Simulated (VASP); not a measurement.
# Yb (Fm-3m) in VASP: notebook

The runs below take Yb through single point, relaxation of cell and atoms, with PBEsol.

All numbers are computed with VASP 6.6.1; they aren't measurements. Logs are shortened: lines on timing, memory, paths and dates and some standing lists are left out, and cuts for length are marked.

## (1) The crystal as given

It takes space group Fm-3m (No. 225, cubic). Conventional cell: a = 5.067 Å, b = 5.067 Å, c = 5.067 Å, α = 90.00°, β = 90.00°, γ = 90.00°. Around Yb (site symmetry m-3m) lie 12 Yb at 3.58 Å.

## (2) Single point, PBEsol

Contents of INCAR:

```
SYSTEM = Yb
  PREC = Accurate
  ENCUT = 520
  EDIFF = 1E-6
  ISMEAR = 0
  SIGMA = 0.15
  LREAL = .False.
  LASPH = .True.
  NELM = 100
  ALGO = Normal
  ISIF = 2
  LWAVE = .False.
  LCHARG = .True.
  GGA = PS
  LELF = .True.
  LVHAR = .True.
  NBANDS = 18
```

Contents of KPOINTS:

```
regular mesh
0
Gamma
  8 8 8
  0 0 0
```

Contents of POSCAR:

```
Yb
1.0
    0.0000000000      2.5334981115      2.5334981115
    2.5334981115      0.0000000000      2.5334981115
    2.5334981115      2.5334981115      0.0000000000
Yb
1
Direct
    0.0000000000      0.0000000000      0.0000000000
```

Potentials or basis: VASP PAW PBE potentials, release 64 (Yb).

The run is started by

```console
> cat potpaw_PBE.64/Yb/POTCAR > POTCAR
> mpirun -np 1 vasp_std > vasp.out
```

OUTCAR:

```text
SYSTEM = Yb
   PREC = Accurate
   ENCUT = 520
   EDIFF = 1E-6
   ISMEAR = 0
   LREAL = .False.
   LASPH = .True.
   NELM = 100
   ISIF = 2
   GGA = PS

 ion  position               nearest neighbor table
   1  0.000  0.000  0.000-

  LATTYP: Found a face centered cubic cell.
 ALAT       =     5.0669962230

  Lattice vectors:

 A1 = (   0.0000000000,   2.5334981115,   2.5334981115)
 A2 = (   2.5334981115,   0.0000000000,   2.5334981115)
 A3 = (   2.5334981115,   2.5334981115,   0.0000000000)

Analysis of symmetry for initial positions (statically):
=====================================================================
 Subroutine PRICEL returns:
 Original cell was already a primitive cell.

 Routine SETGRP: Setting up the symmetry group for a
 face centered cubic supercell.

 Subroutine GETGRP returns: Found 48 space group operations
 (whereof 48 operations were pure point group operations)
 out of a pool of 48 trial point group operations.

The static configuration has the point symmetry O_h .

Analysis of symmetry for dynamics (positions and initial velocities):
=====================================================================
 Subroutine PRICEL returns:
 Original cell was already a primitive cell.

 Routine SETGRP: Setting up the symmetry group for a
 face centered cubic supercell.

 Subroutine GETGRP returns: Found 48 space group operations
 (whereof 48 operations were pure point group operations)
 out of a pool of 48 trial point group operations.

The dynamic configuration has the point symmetry O_h .

 Subroutine INISYM returns: Found 48 space group operations
 (whereof 48 operations are pure point group operations),
 and found     1 'primitive' translations

----------------------------------------------------------------------------------------

                                     Primitive cell

  volume of cell :      32.5231

  direct lattice vectors                    reciprocal lattice vectors
     0.000000000  2.533498112  2.533498112    -0.197355584  0.197355584  0.197355584
     2.533498112  0.000000000  2.533498112     0.197355584 -0.197355584  0.197355584
     2.533498112  2.533498112  0.000000000     0.197355584  0.197355584 -0.197355584

  length of vectors
     3.582907390  3.582907390  3.582907390     0.341829899  0.341829899  0.341829899

  position of ions in fractional coordinates (direct lattice)
     0.000000000  0.000000000  0.000000000

  ion indices of the primitive-cell ions
   primitive index   ion index
                 1           1

----------------------------------------------------------------------------------------

 KPOINTS: regular mesh

Automatic generation of k-mesh.
 Grid dimensions read from file:
 generate k-points for:    8    8    8

 Generating k-lattice:

  Cartesian coordinates                     Fractional coordinates (reciprocal lattice)
    -0.024669448  0.024669448  0.024669448     0.125000000  0.000000000  0.000000000
     0.024669448 -0.024669448  0.024669448     0.000000000  0.125000000  0.000000000
     0.024669448  0.024669448 -0.024669448     0.000000000  0.000000000  0.125000000

  Length of vectors
     0.042728737  0.042728737  0.042728737

  Shift w.r.t. Gamma in fractional coordinates (k-lattice)
     0.000000000  0.000000000  0.000000000

 Subroutine IBZKPT returns following result:
 ===========================================

 Found     29 irreducible k-points:

 Following reciprocal coordinates:
            Coordinates               Weight
  0.000000  0.000000  0.000000      1.000000
  0.125000  0.000000  0.000000      8.000000
  0.250000  0.000000  0.000000      8.000000
  0.375000  0.000000  0.000000      8.000000
  0.500000  0.000000  0.000000      4.000000
  0.125000  0.125000  0.000000      6.000000
[... 16 lines left out ...]
  0.500000  0.250000  0.125000     48.000000
 -0.375000  0.250000  0.125000     24.000000
 [... further k-points ...]
   k-points           NKPTS =     29   k-points in BZ     NKDIM =     29   number of bands    NBANDS=     18
   number of dos      NEDOS =    301   number of ions     NIONS =      1
   total plane-waves  NPLWV =  21952
   dimension x,y,z NGX =    28 NGY =   28 NGZ =   28
   dimension x,y,z NGXF=    56 NGYF=   56 NGZF=   56
   ions per type =               1
   NGX,Y,Z   is equivalent  to a cutoff of  12.99, 12.99, 12.99 a.u.
   NGXF,Y,Z  is equivalent  to a cutoff of  25.98, 25.98, 25.98 a.u.
 SYSTEM =  Yb
   PREC   = accura    normal or accurate (medium, high low for compatibility)
   ISTART =      0    job   : 0-new  1-cont  2-samecut
   ICHARG =      2    charge: 1-file 2-atom 10-const
   ISPIN  =      1    spin polarized calculation?
   LNONCOLLINEAR =      F non collinear calculations
   LSORBIT =      F    spin-orbit coupling
   LASPH  =      T    aspherical Exc in radial PAW
   ENCUT  =  520.0 eV  38.22 Ry    6.18 a.u.   6.66  6.66  6.66*2*pi/ulx,y,z
   NELM   =    100;   NELMIN=  2; NELMDL= -5     # of ELM steps
   EDIFF  = 0.1E-05   stopping-criterion for ELM
   LREAL  =      F    real-space projection
   EDIFFG = 0.1E-04   stopping-criterion for IOM
   NSW    =      0    number of steps for IOM
   IBRION =     -1    ionic relax: 0-MD 1-quasi-New 2-CG
   NFREE  =      0    steps in history (QN), initial steepest desc. (CG)
   ISIF   =      2    stress and relaxation
   ISYM   =      2    0-nonsym 1-usesym 2-fastsym
   POTIM  = 0.5000    time-step for ionic-motion
   TEBEG  =    0.0;   TEEND  =   0.0 temperature during run
   PSTRESS=    0.0 pullay stress
   NELECT =      24.0000    total number of electrons
   NUPDOWN=      -1.0000    fix difference up-down
   EMIN   =  10.00;   EMAX   =-10.00  energy-range for DOS
   EFERMI =   0.00;   METHOD = LEGACY
   ISMEAR =     0;   SIGMA  =   0.15  broadening in eV -4-tet -1-fermi 0-gaus
   EFERMI_NEDOS =   21; number of points for ismear=-14 and -15
   IALGO  =     38    algorithm
   IMIX   =      4    mixing-type and parameters
     AMIX     =   0.40;   BMIX     =  1.00
     AMIX_MAG =   1.60;   BMIX_MAG =  1.00
  volume/ion in A,a.u.               =      32.52       219.48
  Fermi-wavevector in a.u.,A,eV,Ry     =   1.479385  2.795633 29.777454  2.188581
  Thomas-Fermi vector in A             =   2.593550
   LORBIT       =      0    0 simple, 1 ext, 2 COOP (PROOUT), +10 PAW based schemes
   GGA     = PS    functional components
   LHFCALC =     F    Hartree Fock is set to
   AEXX    =    0.0000 exact exchange contribution
   IVDW    =     0    specifies the selected vdW correction
   LEPSILON=     F    determine dielectric tensor
   LRPA    =     F    only Hartree local field effects (RPA)
 non-spin polarized calculation
 Gauss-broadening in eV      SIGMA  =   0.15
  energy-cutoff  :      520.00
  volume of cell :       32.52
 maximum number of plane-waves:       893
   NGX = 13   NGY = 13   NGZ = 13

 number of electron      23.9999991 magnetization

 Free energy of the ion-electron system (eV)
  ---------------------------------------------------
  ext. energy  EPLUGINS =         0.00000000
  ---------------------------------------------------
  free energy    TOTEN  =        -3.93038294 eV

  energy without entropy =       -3.91812196  energy(sigma->0) =       -3.92425245

 E-fermi :   1.7696     XC(G=0): -10.0209

 val. band max:        1.7409720160   @ k =  -0.2500   0.5000   0.2500
 cond. band min:       1.8493857662   @ k =  -0.3750   0.3750   0.0000
 fundamental gap:      0.1084137502
 Fermi energy:         1.7695837096

 k-point     1 :       0.0000    0.0000    0.0000
  band No.  band energies     occupation
      1     -49.8834      2.00000
      2     -21.9899      2.00000
      3     -21.9899      2.00000
      4     -21.9899      2.00000
      5      -3.6237      2.00000
      6       1.2405      2.00000
[... 10 lines left out ...]
     17       7.0548      0.00000
     18      11.7598      0.00000

 k-point     2 :       0.1250    0.0000    0.0000
  band No.  band energies     occupation
      1     -49.8796      2.00000
      2     -22.0627      2.00000
      3     -21.9992      2.00000
      4     -21.9992      2.00000
      5      -3.2256      2.00000
      6       1.2440      2.00000
[... 10 lines left out ...]
     17       6.8463      0.00000
     18      12.5654      0.00000

 k-point     3 :       0.2500    0.0000    0.0000
  band No.  band energies     occupation
      1     -49.8702      2.00000
      2     -22.2336      2.00000
      3     -22.0218      2.00000
      4     -22.0218      2.00000
      5      -2.1585      2.00000
      6       1.2596      2.00000
[... 10 lines left out ...]
     17       7.0010      0.00000
     18      11.4545      0.00000

 k-point     4 :       0.3750    0.0000    0.0000
  band No.  band energies     occupation
      1     -49.8608      2.00000
      2     -22.3982      2.00000
      3     -22.0442      2.00000
      4     -22.0442      2.00000
      5      -0.8567      2.00000
      6       1.2850      2.00000
[... 10 lines left out ...]
     17       8.0555      0.00000
     18      10.4276      0.00000

 k-point     5 :       0.5000    0.0000    0.0000
  band No.  band energies     occupation
      1     -49.8569      2.00000
      2     -22.4647      2.00000
      3     -22.0534      2.00000
      4     -22.0534      2.00000
      5      -0.1991      2.00000
      6       1.2762      2.00000
[... 10 lines left out ...]
     17       8.7969      0.00000
     18      10.0552      0.00000

 k-point     6 :       0.1250    0.1250    0.0000
  band No.  band energies     occupation
      1     -49.8783      2.00000
      2     -22.0609      2.00000
      3     -22.0152      2.00000
      4     -22.0152      2.00000
      5      -3.0932      2.00000
      6       1.2449      2.00000
[... 10 lines left out ...]
     17       7.2740      0.00000
     18      12.9908      0.00000

 k-point     7 :       0.2500    0.1250    0.0000
  band No.  band energies     occupation
      1     -49.8707      2.00000
      2     -22.1873      2.00000
      3     -22.0423      2.00000
      4     -22.0353      2.00000
      5      -2.2435      2.00000
      6       1.2563      2.00000
[... 10 lines left out ...]
     17       7.5320      0.00000
     18      12.6848      0.00000

 k-point     8 :       0.3750    0.1250    0.0000
  band No.  band energies     occupation
      1     -49.8614      2.00000
      2     -22.3441      2.00000
      3     -22.0666      2.00000
      4     -22.0647      2.00000
      5      -0.9613      2.00000
      6       1.2846      2.00000
[... 10 lines left out ...]
     17       8.3473      0.00000
     18      11.1057      0.00000
[... 229 lines left out ...]
     17       9.0976      0.00000
     18       9.6907      0.00000

 k-point    20 :      -0.3750    0.3750    0.0000
  band No.  band energies     occupation
      1     -49.8489      2.00000
      2     -22.3585      2.00000
      3     -22.2642      2.00000
      4     -22.1251      2.00000
      5       1.0402      2.00000
      6       1.3303      1.99997
[... 10 lines left out ...]
     17       8.4867      0.00000
     18      10.8447      0.00000

 k-point    21 :       0.5000    0.5000    0.0000
  band No.  band energies     occupation
      1     -49.8482      2.00000
      2     -22.4350      2.00000
      3     -22.1608      2.00000
      4     -22.1608      2.00000
      5       0.3747      2.00000
      6       1.3651      1.99986
[... 10 lines left out ...]
     17       9.3311      0.00000
     18       9.8654      0.00000

 k-point    22 :       0.3750    0.2500    0.1250
  band No.  band energies     occupation
      1     -49.8632      2.00000
      2     -22.2743      2.00000
      3     -22.1093      2.00000
      4     -22.0511      2.00000
      5      -1.2646      2.00000
      6       1.2759      2.00000
[... 10 lines left out ...]
     17       8.3420      0.00000
     18      12.3152      0.00000

 k-point    23 :       0.5000    0.2500    0.1250
  band No.  band energies     occupation
      1     -49.8557      2.00000
      2     -22.3620      2.00000
      3     -22.1617      2.00000
      4     -22.0782      2.00000
      5       0.0210      2.00000
      6       1.2955      1.99999
[... 10 lines left out ...]
     17       9.2134      0.00000
     18      10.3779      0.00000

 k-point    24 :      -0.3750    0.2500    0.1250
  band No.  band energies     occupation
      1     -49.8526      2.00000
      2     -22.3993      2.00000
      3     -22.1782      2.00000
      4     -22.0930      2.00000
      5       0.7899      2.00000
      6       1.2695      2.00000
[... 10 lines left out ...]
     17       9.3502      0.00000
     18       9.4729      0.00000

 [... further k-points ...]

------------------------ aborting loop because EDIFF is reached ----------------------------------------

  FORCE on cell =-STRESS in cart. coord.  units (eV):
  Direction    XX          YY          ZZ          XY          YZ          ZX
  --------------------------------------------------------------------------------------
  -------------------------------------------------------------------------------------
  Total       -0.1326223     -0.1326223     -0.1326223      0.0000000      0.0000000     -0.0000000
  in kB       -6.5333396     -6.5333396     -6.5333396      0.0000000      0.0000000     -0.0000000
  external PRESSURE =      -6.5333396 kB  Pullay stress =       0.0000000 kB

 VOLUME and BASIS-vectors are now :
 -----------------------------------------------------------------------------
  energy-cutoff  :      520.00
  volume of cell :       32.52
      direct lattice vectors                 reciprocal lattice vectors
     0.000000000  2.533498112  2.533498112    -0.197355584  0.197355584  0.197355584
     2.533498112  0.000000000  2.533498112     0.197355584 -0.197355584  0.197355584
     2.533498112  2.533498112  0.000000000     0.197355584  0.197355584 -0.197355584

 POSITION                                       TOTAL-FORCE (eV/Angst)
 -----------------------------------------------------------------------------------
      0.00000      0.00000      0.00000        -0.000000     -0.000000     -0.000000
 -----------------------------------------------------------------------------------
    total drift:                               -0.000000     -0.000000     -0.000000

  FREE ENERGIE OF THE ION-ELECTRON SYSTEM (eV)
  ---------------------------------------------------
  free  energy   TOTEN  =        -3.9303829432 eV

  energy  without entropy=       -3.9181219628  energy(sigma->0) =       -3.92425245
```

It took 31 s on 1 thread of AMD EPYC 7R13 (Zen 3), shared host; peak memory 0.14 GiB.

What came out:

```yaml
Free_energy: -3.9304 eV
Pressure: -0.7 GPa
Band_gap_on_the_k_mesh: none (metal or under the smearing width)
```

Caveat: the PAW data sets were made with another functional, which shifts forces and pressure a little. Spin polarisation is off, so any magnetic state and its effect on volume and gap are missing.

[end of part 1 of 2]
